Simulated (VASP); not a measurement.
# Ag (Fm-3m) in VASP: notebook

The runs below take Ag through optical spectrum, with LDA, PBEsol.

Everything below comes from runs of VASP 6.6.1. Logs are shortened: lines on timing, memory, paths and dates and some standing lists are left out, and cuts for length are marked.

### 1 The crystal as given

The structure is cubic, space group Fm-3m (No. 225). Conventional cell: a = 4.086 Å, b = 4.086 Å, c = 4.086 Å, α = 90.00°, β = 90.00°, γ = 90.00°. Around Ag (site symmetry m-3m) lie 12 Ag at 2.89 Å.

### 2 Optical spectrum, LDA

Input file INCAR:

```
SYSTEM = Ag
ALGO = Fast ; CSHIFT = 0.05
EDIFF = 1E-7 ; ENCUT = 520
GGA = CA ; ISIF = 2
ISMEAR = -1 ; LASPH = .TRUE.
LCHARG = .FALSE. ; LOPTICS = .TRUE.
LREAL = .FALSE. ; LWAVE = .FALSE.
NBANDS = 30 ; NEDOS = 1000
NELM = 80 ; PREC = Accurate
SIGMA = 0.05
```

Input file KPOINTS:

```
k-points
0
G
  20 20 20
  0 0 0
```

Input file POSCAR:

```
Ag
1.0
    0.0000000000      2.0430000000      2.0430000000
    2.0430000000      0.0000000000      2.0430000000
    2.0430000000      2.0430000000      0.0000000000
Ag
1
Direct
    0.0000000000      0.0000000000      0.0000000000
```

Potentials or basis: VASP PAW LDA potentials, release 64 (Ag).

Command:

```bash
> cat potpaw_LDA.64/Ag/POTCAR > POTCAR
> mpirun -np 1 vasp_std > vasp.out
```

OUTCAR:

```text
SYSTEM = Ag
   EDIFF = 1E-7
   ENCUT = 520
   GGA = CA
   ISIF = 2
   ISMEAR = -1
   LASPH = .TRUE.
   LREAL = .FALSE.
   NELM = 80
   PREC = Accurate

 ion  position               nearest neighbor table
   1  0.000  0.000  0.000-

  LATTYP: Found a face centered cubic cell.
 ALAT       =     4.0860000000

  Lattice vectors:

 A1 = (   0.0000000000,   2.0430000000,   2.0430000000)
 A2 = (   2.0430000000,   0.0000000000,   2.0430000000)
 A3 = (   2.0430000000,   2.0430000000,   0.0000000000)

Analysis of symmetry for initial positions (statically):
=====================================================================
 Subroutine PRICEL returns:
 Original cell was already a primitive cell.

 Routine SETGRP: Setting up the symmetry group for a
 face centered cubic supercell.

 Subroutine GETGRP returns: Found 48 space group operations
 (whereof 48 operations were pure point group operations)
 out of a pool of 48 trial point group operations.

The static configuration has the point symmetry O_h .

Analysis of symmetry for dynamics (positions and initial velocities):
=====================================================================
 Subroutine PRICEL returns:
 Original cell was already a primitive cell.

 Routine SETGRP: Setting up the symmetry group for a
 face centered cubic supercell.

 Subroutine GETGRP returns: Found 48 space group operations
 (whereof 48 operations were pure point group operations)
 out of a pool of 48 trial point group operations.

The dynamic configuration has the point symmetry O_h .

 Subroutine INISYM returns: Found 48 space group operations
 (whereof 48 operations are pure point group operations),
 and found     1 'primitive' translations

----------------------------------------------------------------------------------------

                                     Primitive cell

  volume of cell :      17.0543

  direct lattice vectors                    reciprocal lattice vectors
     0.000000000  2.043000000  2.043000000    -0.244738130  0.244738130  0.244738130
     2.043000000  0.000000000  2.043000000     0.244738130 -0.244738130  0.244738130
     2.043000000  2.043000000  0.000000000     0.244738130  0.244738130 -0.244738130

  length of vectors
     2.889238308  2.889238308  2.889238308     0.423898876  0.423898876  0.423898876

  position of ions in fractional coordinates (direct lattice)
     0.000000000  0.000000000  0.000000000

  ion indices of the primitive-cell ions
   primitive index   ion index
                 1           1

----------------------------------------------------------------------------------------

 KPOINTS: k-points

Automatic generation of k-mesh.
 Grid dimensions read from file:
 generate k-points for:   20   20   20

 Generating k-lattice:

  Cartesian coordinates                     Fractional coordinates (reciprocal lattice)
    -0.012236907  0.012236907  0.012236907     0.050000000  0.000000000  0.000000000
     0.012236907 -0.012236907  0.012236907     0.000000000  0.050000000  0.000000000
[... 73 lines left out ...]
   ISMEAR =    -1;   SIGMA  =   0.05  broadening in eV -4-tet -1-fermi 0-gaus
   EFERMI_NEDOS =   21; number of points for ismear=-14 and -15
   IALGO  =     68    algorithm
   IMIX   =      4    mixing-type and parameters
     AMIX     =   0.40;   BMIX     =  1.00
     AMIX_MAG =   1.60;   BMIX_MAG =  1.00
  volume/ion in A,a.u.               =      17.05       115.09
  Fermi-wavevector in a.u.,A,eV,Ry     =   1.414471  2.672962 27.221557  2.000728
  Thomas-Fermi vector in A             =   2.536010
   LORBIT       =      0    0 simple, 1 ext, 2 COOP (PROOUT), +10 PAW based schemes
   GGA     = CA    functional components
   LHFCALC =     F    Hartree Fock is set to
   AEXX    =    0.0000 exact exchange contribution
   IVDW    =     0    specifies the selected vdW correction
   LEPSILON=     F    determine dielectric tensor
   LRPA    =     F    only Hartree local field effects (RPA)
 non-spin polarized calculation
 RMM-DIIS sequential band-by-band and
  energy-cutoff  :      520.00
  volume of cell :       17.05
 maximum number of plane-waves:       477
 NGX is ok and might be reduce to    24
   NGX = 11   NGY = 11   NGZ = 11

 number of electron      10.9999999 magnetization

 Free energy of the ion-electron system (eV)
  ---------------------------------------------------
  ext. energy  EPLUGINS =         0.00000000
  ---------------------------------------------------
  free energy    TOTEN  =        -3.76124615 eV

  energy without entropy =       -3.75964416  energy(sigma->0) =       -3.76044516

 E-fermi :   8.1321     XC(G=0): -12.5819

 val. band max:        8.0836746583   @ k =   0.5000   0.3500   0.1500
 cond. band min:       8.1847428691   @ k =   0.5000   0.3000   0.1000
 fundamental gap:      0.1010682108
 Fermi energy:         8.1320867251

 k-point     1 :       0.0000    0.0000    0.0000
  band No.  band energies     occupation
      1       0.3172      2.00000
      2       3.3722      2.00000
      3       3.3722      2.00000
      4       3.3722      2.00000
      5       4.4263      2.00000
      6       4.4263      2.00000
[... 457 lines left out ...]
      4       4.7277      2.00000
      5       4.8738      2.00000
      6       5.8320      2.00000
[... 9 lines left out ...]
     16      42.2520      0.00000
     17      45.6902      0.00000

 [... further k-points ...]

 [bands above 17 left out]

------------------------ aborting loop because EDIFF is reached ----------------------------------------

  FORCE on cell =-STRESS in cart. coord.  units (eV):
  Direction    XX          YY          ZZ          XY          YZ          ZX
  --------------------------------------------------------------------------------------
  -------------------------------------------------------------------------------------
  Total       -0.7615675     -0.7615675     -0.7615675      0.0000000     -0.0000000     -0.0000000
  in kB      -71.5457625    -71.5457625    -71.5457625      0.0000000     -0.0000000     -0.0000000
  external PRESSURE =     -71.5457625 kB  Pullay stress =       0.0000000 kB

 VOLUME and BASIS-vectors are now :
 -----------------------------------------------------------------------------
  energy-cutoff  :      520.00
  volume of cell :       17.05
      direct lattice vectors                 reciprocal lattice vectors
     0.000000000  2.043000000  2.043000000    -0.244738130  0.244738130  0.244738130
     2.043000000  0.000000000  2.043000000     0.244738130 -0.244738130  0.244738130
     2.043000000  2.043000000  0.000000000     0.244738130  0.244738130 -0.244738130

 POSITION                                       TOTAL-FORCE (eV/Angst)
 -----------------------------------------------------------------------------------
      0.00000      0.00000      0.00000         0.000000      0.000000     -0.000000
 -----------------------------------------------------------------------------------
    total drift:                               -0.000000      0.000000     -0.000000

  FREE ENERGIE OF THE ION-ELECTRON SYSTEM (eV)
  ---------------------------------------------------
  free  energy   TOTEN  =        -3.7612461503 eV

  energy  without entropy=       -3.7596441606  energy(sigma->0) =       -3.76044516

 electrical conductivity sigma (Mega S m-1) (frequency dependency in vasprun.xml)
  --------------------------------------------------------------------------------------
       0.125       0.000      -0.000
      -0.000       0.125       0.000
      -0.000       0.000       0.125

  frequency dependent IMAGINARY DIELECTRIC FUNCTION (independent particle, no local field effects) density-density
     E(ev)      X         Y         Z        XY        YZ        ZX
  --------------------------------------------------------------------------------------------------------------
     0.00000    -0.00000    -0.00000    -0.00000     0.00000     0.00000     0.00000
     0.91381     0.00000     0.00000     0.00000    -0.00000    -0.00000     0.00000
     1.82762     0.00000     0.00000     0.00000    -0.00000    -0.00000    -0.00000
     2.74142     0.30645     0.30645     0.30645     0.00000    -0.00000     0.00000
     3.65523     5.08809     5.08809     5.08809    -0.00000    -0.00000     0.00000
     4.56904     6.12544     6.12544     6.12544     0.00000    -0.00000     0.00000
[... 92 lines left out ...]
    89.55316     0.00000     0.00000     0.00000    -0.00000    -0.00000     0.00000
    90.46696     0.00000     0.00000     0.00000    -0.00000    -0.00000     0.00000

  frequency dependent      REAL DIELECTRIC FUNCTION (independent particle, no local field effects) density-density
     E(ev)        X           Y           Z          XY          YZ          ZX
  --------------------------------------------------------------------------------------------------------------
     0.00000     5.00052     5.00052     5.00052    -0.00000    -0.00000    -0.00000
     0.91381     5.12913     5.12913     5.12913    -0.00000    -0.00000    -0.00000
     1.82762     5.63274     5.63274     5.63274    -0.00000    -0.00000    -0.00000
     2.74142     7.72732     7.72732     7.72732    -0.00000    -0.00000    -0.00000
     3.65523     6.37728     6.37728     6.37728    -0.00000    -0.00000    -0.00000
     4.56904     2.95209     2.95209     2.95209    -0.00000     0.00000     0.00000
[... 92 lines left out ...]
    89.55316     0.85122     0.85122     0.85122    -0.00000    -0.00000     0.00000
    90.46696     0.85529     0.85529     0.85529    -0.00000    -0.00000     0.00000

  frequency dependent IMAGINARY DIELECTRIC FUNCTION (independent particle, no local field effects) current-current
     E(ev)      X         Y         Z        XY        YZ        ZX
  --------------------------------------------------------------------------------------------------------------
     0.00000     0.00000     0.00000     0.00000     0.00000     0.00000     0.00000
     0.91381     0.00000     0.00000     0.00000     0.00000     0.00000    -0.00000
     1.82762     0.00000     0.00000     0.00000    -0.00000    -0.00000     0.00000
     2.74142     0.33147     0.33147     0.33147     0.00000     0.00000     0.00000
     3.65523     5.10945     5.10945     5.10945     0.00000     0.00000     0.00000
     4.56904     6.13132     6.13132     6.13132    -0.00000     0.00000    -0.00000
[... 92 lines left out ...]
    89.55316     0.00000     0.00000     0.00000     0.00000     0.00000     0.00000
    90.46696     0.00000     0.00000     0.00000     0.00000     0.00000     0.00000

  frequency dependent      REAL DIELECTRIC FUNCTION (independent particle, no local field effects) current-current
     E(ev)        X           Y           Z          XY          YZ          ZX
  --------------------------------------------------------------------------------------------------------------
     0.00000     5.00644     5.00644     5.00644     0.00000     0.00000     0.00000
     0.91381     5.13434     5.13434     5.13434     0.00000     0.00000     0.00000
     1.82762     5.64045     5.64045     5.64045     0.00000     0.00000     0.00000
     2.74142     7.73789     7.73789     7.73789     0.00000     0.00000     0.00000
     3.65523     6.21912     6.21912     6.21912    -0.00000    -0.00000    -0.00000
     4.56904     2.79328     2.79328     2.79328     0.00000     0.00000    -0.00000
[... 92 lines left out ...]
    89.55316     0.85122     0.85122     0.85122     0.00000     0.00000    -0.00000
    90.46696     0.85529     0.85529     0.85529     0.00000     0.00000    -0.00000
```

Wall time 37 s (1 thread of Intel Xeon 6975P-C (Granite Rapids), shared host); peak memory 0.26 GiB.

Results:

```yaml
Free_energy: -3.7612 eV
Pressure: -7.2 GPa
Band_gap_on_the_k_mesh: none (metal or under the smearing width)
```

Dielectric function (mean over the directions given):
```tsv
energy (eV)	real part	imaginary part
0.27	5.01	0.00
1.28	5.27	0.00
2.28	6.23	0.00
3.29	7.22	4.50
4.39	3.60	5.28
5.39	2.14	2.69
6.40	1.83	2.24
7.49	2.10	1.88
8.50	1.73	1.72
9.50	1.87	1.67
10.60	1.94	1.36
11.61	1.82	1.78
12.61	1.77	2.10
13.71	1.26	2.12
14.71	0.90	1.55
15.72	1.10	1.19
16.81	1.13	1.31
17.82	1.09	1.26
18.82	1.27	1.04
19.92	1.76	1.60
```

Caveat: independent-particle spectra lack excitons; the intraband (Drude) part of a metal's response may be missing.

### 3 Optical spectrum, PBEsol

INCAR, as its differences from that of step 2:

```diff
@@ -3,3 +3,3 @@
 EDIFF = 1E-7 ; ENCUT = 520
-GGA = CA ; ISIF = 2
+GGA = PS ; ISIF = 2
 ISMEAR = -1 ; LASPH = .TRUE.
```

KPOINTS is that of step 2.

POSCAR is that of step 2.

Potentials or basis: VASP PAW PBE potentials, release 64 (Ag).

Command:

```bash
> cat potpaw_PBE.64/Ag/POTCAR > POTCAR
> mpirun -np 1 vasp_std > vasp.out
```

OUTCAR:

```text
SYSTEM = Ag
   EDIFF = 1E-7
   ENCUT = 520
   GGA = PS
   ISIF = 2
   ISMEAR = -1
   LASPH = .TRUE.
   LREAL = .FALSE.
   NELM = 80
   PREC = Accurate

 ion  position               nearest neighbor table
[... 822 lines left out ...]
     1.82940     5.61397     5.61397     5.61397    -0.00000     0.00000    -0.00000
     2.74410     7.71488     7.71488     7.71488    -0.00000     0.00000    -0.00000
     3.65880     6.16229     6.16229     6.16229     0.00000     0.00000    -0.00000
     4.57350     2.96982     2.96982     2.96982    -0.00000    -0.00000     0.00000
[... 92 lines left out ...]
    89.64066     0.85128     0.85128     0.85128     0.00000     0.00000    -0.00000
    90.55536     0.85535     0.85535     0.85535     0.00000     0.00000    -0.00000

  frequency dependent IMAGINARY DIELECTRIC FUNCTION (independent particle, no local field effects) current-current
     E(ev)      X         Y         Z        XY        YZ        ZX
  --------------------------------------------------------------------------------------------------------------
     0.00000     0.00000     0.00000     0.00000     0.00000     0.00000    -0.00000
     0.91470     0.00000     0.00000     0.00000    -0.00000     0.00000     0.00000
     1.82940     0.00000     0.00000     0.00000    -0.00000     0.00000    -0.00000
     2.74410     0.33929     0.33929     0.33929     0.00000     0.00000    -0.00000
     3.65880     5.05421     5.05421     5.05421     0.00000     0.00000     0.00000
     4.57350     5.69845     5.69845     5.69845     0.00000     0.00000     0.00000
[... 92 lines left out ...]
    89.64066     0.00000     0.00000     0.00000     0.00000     0.00000    -0.00000
    90.55536     0.00000     0.00000     0.00000     0.00000     0.00000    -0.00000

  frequency dependent      REAL DIELECTRIC FUNCTION (independent particle, no local field effects) current-current
     E(ev)        X           Y           Z          XY          YZ          ZX
  --------------------------------------------------------------------------------------------------------------
     0.00000     4.98956     4.98956     4.98956    -0.00000     0.00000     0.00000
     0.91470     5.11701     5.11701     5.11701    -0.00000     0.00000     0.00000
     1.82940     5.62165     5.62165     5.62165    -0.00000     0.00000     0.00000
     2.74410     7.72522     7.72522     7.72522    -0.00000    -0.00000    -0.00000
     3.65880     6.00604     6.00604     6.00604    -0.00000    -0.00000     0.00000
     4.57350     2.82178     2.82178     2.82178     0.00000     0.00000    -0.00000
[... 92 lines left out ...]
    89.64066     0.85128     0.85128     0.85128     0.00000     0.00000    -0.00000
    90.55536     0.85534     0.85534     0.85534     0.00000     0.00000    -0.00000
```

stdout:

```text
POSCAR found type information on POSCAR Ag
 POSCAR found :  1 types and       1 ions
 scaLAPACK will be used
 -----------------------------------------------------------------------------
|                                                                             |
|                                                                             |
|     You enforced a specific xc type in the INCAR file but a different       |
|     I HOPE YOU KNOW WHAT YOU ARE DOING!                                     |
|                                                                             |
 -----------------------------------------------------------------------------

 LDA part: xc-table for (Slater+PW92), standard interpolation
 POSCAR, INCAR and KPOINTS ok, starting setup
 FFT: planning ... GRIDC
 FFT: planning ... GRID_SOFT
 FFT: planning ... GRID
 WAVECAR not read
 entering main loop
 optical routines
 imaginary and real dielectric function
 recalculating local potential from charge density
 direction            1
 direction            2
 direction            3
```

It took 37 s on 1 thread of Intel Xeon 6975P-C (Granite Rapids), shared host; peak memory 0.27 GiB.

Results:

```yaml
Free_energy: -3.3088 eV
Pressure: -2.8 GPa
Band_gap_on_the_k_mesh: none (metal or under the smearing width)
```

Levels at points of the mesh, in eV from the Fermi level:
| k point | band 4 | band 5 | band 6 | band 7 | band 8 | band 9 |
| --- | --- | --- | --- | --- | --- | --- |
| (0.00, 0.00, 0.00) | -4.75 | -3.70 | -3.70 | 16.00 | 19.58 | 19.58 |
| (0.50, 0.00, 0.00) | -2.90 | -2.90 | -0.44 | 3.60 | 15.24 | 17.83 |
| (0.50, 0.50, 0.00) | -2.70 | -2.70 | 1.56 | 6.73 | 10.62 | 10.62 |

Dielectric function (mean over the directions given):
```tsv
energy (eV)	real part	imaginary part
0.27	4.99	0.00
1.28	5.25	0.00
2.29	6.21	0.00
3.29	7.20	4.42
4.39	3.70	5.63
5.40	2.11	2.80
6.40	1.83	2.19
7.50	2.11	1.84
8.51	1.71	1.72
9.51	1.85	1.65
10.61	1.91	1.35
11.62	1.81	1.78
12.62	1.77	2.13
13.72	1.31	2.10
14.73	0.90	1.60
15.73	1.08	1.24
16.83	1.12	1.28
17.84	1.10	1.30
18.84	1.28	1.06
19.94	1.64	1.79
```

Caveat: independent-particle spectra lack excitons; the intraband (Drude) part of a metal's response may be missing; the PAW data sets were made with another functional, which shifts forces and pressure a little.
